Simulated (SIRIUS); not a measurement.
Tb under changes of volume

One of the cells (32.609 Å³/atom); the others are scaled copies at fixed shape and fractional positions:

```
Tb
1.0
     3.62485    0.00000    0.00000
    -1.81242    3.13921    0.00000
     0.00000    0.00000    5.73131
Tb
2
Direct
  0.66667 0.33333 0.75000
  0.33333 0.66667 0.25000
```

| Quantity | Value |
| --- | --- |
| Program | SIRIUS 7.12.0 |
| Functional | PBE |
| Potentials or basis | all-electron FP-LAPW |
| Cutoff | 168 eV |
| Basis | apw+lo standard |
| k mesh | 9 × 9 × 5 |
| Occupations | fermi-dirac, width 0.05 eV |
| Spin | collinear spin, ferromagnetic start |
| Starting moments | [6.0, 6.0] μB |

```csv
volume (Å³/atom),energy over the lowest point (meV/atom),moment (μB per cell)
30.051,?,?
30.691,4.12,11.95
31.330,0.59,11.95
32.609,0.00,11.98
33.248,2.54,12.00
33.888,6.75,12.02
```

Problem. What does the run at 30.051 Å³/atom give?

Solution. Energy over the lowest point 10.33 meV/atom; moment 11.94 μB per cell.

Worked out: A Birch-Murnaghan fit of order 3 (a polynomial in V^(-2/3)) to the other rows has its minimum at 32.05 Å³/atom with B0 = V·E''(V) = 25 GPa and B' = 3.9 at fixed shape and positions, which overstates the stiffness. It gives 10.12 meV/atom at 30.051 Å³/atom, against the run's 10.33. A parabola through the other rows of the moment, of slope -0.0011 μB per Å³/atom there, extrapolates to 11.95 μB, against the run's 11.94.

Energies are extrapolated to zero smearing.

Caveats: the magnetic or orbital state may not be the lowest.
